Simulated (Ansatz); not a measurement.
Consider the ligand exchange at the Si–O bond: `[NH2][Al]([F])[O][SiH3]` + `N=C(N)O` → `N=C(N)O[SiH3]` + `[NH2][Al]([OH])[F]`.

Computed with Ansatz on PBE0-D4/def2-TZVP structures; ΔE is electronic, products minus reactants. CBS: MP2 limit from def2 TZ/QZ plus the TZ coupled-cluster correction, frozen cores. DFT in def2-TZVPP. Each species was taken in one conformer, which may not be the lowest.

`[NH2][Al]([F])[O][SiH3]`:

```xyz
10

N    -2.272   -0.878   -0.343
Al   -0.565   -1.096   -0.027
F     0.015   -2.622    0.175
O     0.477    0.207    0.072
Si    1.711    1.252    0.219
H    -2.718    0.013   -0.481
H    -2.938   -1.629   -0.412
H     1.341    2.555   -0.395
H     2.026    1.471    1.656
H     2.923    0.728   -0.465
```

`N=C(N)O`:

```xyz
8

N    -0.962    0.850   -0.488
C    -0.029    0.110   -0.050
N     0.128   -1.181   -0.457
O     0.958    0.436    0.824
H    -0.902    1.802   -0.146
H    -0.662   -1.570   -0.940
H     0.635   -1.795    0.155
H     0.833    1.348    1.101
```

`N=C(N)O[SiH3]`:

Z-matrix (Å, degrees):
```
Si
O 1 1.664
H 1 1.484 2 110.5
H 1 1.478 2 104.5 3 -119.4
H 1 1.484 2 110.5 3 121.1
C 2 1.358 1 123.9 3 -60.6
N 6 1.363 2 110.1 1 -176.5
N 6 1.268 2 127.9 1 1.9
H 7 1.004 6 117.1 2 -22.3
H 7 1.004 6 115.3 2 -166.8
H 8 1.014 6 113.6 2 -1.9
```

`[NH2][Al]([OH])[F]`:

Cartesian coordinates in Å:
```
N 1.062 0.282 0.528
Al -0.426 -0.498 0.021
O -1.522 0.142 -1.088
F -0.790 -1.965 0.668
H 1.704 -0.118 1.193
H 1.396 1.175 0.208
H -1.424 0.982 -1.530
```

CCSD(T)/CBS gives +31.4 kJ/mol.

Question: Another level gave +35.1 kJ/mol. Which?
A. BHLYP/def2-TZVPP
B. HF/def2-TZVPP
C. BLYP-D4/def2-TZVPP
D. r2SCAN0-D4/def2-TZVPP

Answer: D. r2SCAN0-D4 35.1, BLYP-D4 29.2, BHLYP 39.5, HF/def2-TZVPP 46.1 kJ/mol.

Largest T1 diagnostic among the species: 0.013.

From PBE to PBE0 (25 % exact exchange), in def2-TZVPP and without D4, ΔE moves by +3.6 kJ/mol. In def2-TZVPP, CCSD(T) changes the Hartree–Fock value by −13.2 kJ/mol (the triples alone add −2.5 kJ/mol) and MP2 by −14.0 kJ/mol. The D4 term adds −3.6 kJ/mol with B3LYP and −1.9 kJ/mol with PBE0; it sums over pairs of atoms, weighted by their polarisabilities, and B3LYP, whose exchange is more repulsive, gets the larger term.

B3LYP here is the variant with VWN-RPA as its local correlation; programs differ in this.

CCSD(T)/CBS has its own doubt, a few kJ/mol and more with outer-core shells, so smaller differences from it don't rank the levels.
